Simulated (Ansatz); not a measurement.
# Zone-centre phonons of MgSe at 40 GPa: input and output

Computed with Ansatz, DFT LDA, scalar-relativistic, plane waves, PAW.

Launched with:
```bash
ansatz run input.yaml --threads 1 --pin off --max-ram 1228MiB --backend cpu --events-out ev --progress --plain --runs-dir out
```

Input (bare energies are in eV):
```yaml
crystal:
  lattice:
    - [0.0, 2.4330573274, 2.4330573274]
    - [2.4330573274, 0.0, 2.4330573274]
    - [2.4330573274, 2.4330573274, 0.0]
  atoms:
    - { symbol: Mg, position: [0.0, 0.0, 0.0] }
    - { symbol: Se, position: [0.5, 0.5, 0.5] }
basis:
  ecutwfc: 420
kpoints:
  mp_grid: { grid: [10, 10, 10] }
hamiltonian:
  xc: lda
scf:
  occupations: { method: fixed }
output:
  eigenvalues: true
phonons:
  method: dfpt
  dielectric: true
  rigid_motions: translations
  eigenvectors: true
```

Results section of the output:
```
--- Phonons (Γ-DFPT): 2 representative perturbations + reference, on 102 of 1000 k-points (Σ response iterations 6) ---
  k mesh reduced under 8 symmetry operations, with k and −k counted as one. Each operation leaves every solved perturbation unchanged. A smaller set is not considered because the run solves the response ...
  ASR residual: 7.475e-5 → 0.000e0 eV/Å²; symmetrization residual: 7.118e-7 eV/Å²
  ASR residual per site (eV/Å²): 3.17e-5 7.47e-5
  Γ frequencies (cm⁻¹): 0.00 0.00 0.00 378.19 378.19 378.19
  ε∞ (high-frequency dielectric tensor):
        6.848495     0.000000     0.000000
        0.000000     6.848495     0.000000
        0.000000     0.000000     6.848495
  ε⁰ (static dielectric tensor: ions relaxed, cell fixed):
        9.505332     0.000000     0.000000
        0.000000     9.505332     0.000000
        0.000000     0.000000     9.505332
  ε⁰ − ε∞ (ionic part):
        2.656836     0.000000    -0.000000
        0.000000     2.656836     0.000000
       -0.000000     0.000000     2.656836
  softest optical mode at Γ: 378.19 cm⁻¹; the repairs (sum rule, projections) moved no ω² at Γ by more than (0.63 cm⁻¹)²
  Born effective charges Z* (e; rows j = field, columns β = displacement):
    site 0:
         2.03335    0.00000   -0.00000
        -0.00000    2.03335   -0.00000
         0.00000   -0.00000    2.03335
    site 1:
        -2.03335   -0.00000    0.00000
         0.00000   -2.03335    0.00000
        -0.00000    0.00000   -2.03335
  Z* charge neutrality: 9.221e-5 e pre-enforcement
  solved inside a basis spanned on kpoints, on 10×10×10 k-points, its susceptibility summed on 14×14×14: ε∞ is read to err by 1.8e-2, Z* by 1.7e-2 e (field_mesh: kpoints solves on kpoints); Z* is corrected for ...
  optical modes at Γ without the LO–TO term, one row a degenerate level:
      ω (cm⁻¹) modes IR ((D/Å)²/amu)
        378.19      3            15.3973
  optical modes at Γ + LO–TO along q̂ = [1.0000, 0.0000, 0.0000]:
      ω (cm⁻¹) modes IR ((D/Å)²/amu)
        378.19      2            10.2649
        445.56      1             5.1324
  optical modes at Γ + LO–TO along q̂ = [0.0000, 1.0000, 0.0000]:
      ω (cm⁻¹) modes IR ((D/Å)²/amu)
        378.19      2            10.2649
        445.56      1             5.1324
  optical modes at Γ + LO–TO along q̂ = [0.0000, 0.0000, 1.0000]:
      ω (cm⁻¹) modes IR ((D/Å)²/amu)
        378.19      2            10.2649
        445.56      1             5.1324
```

Other phases may be more stable at this pressure.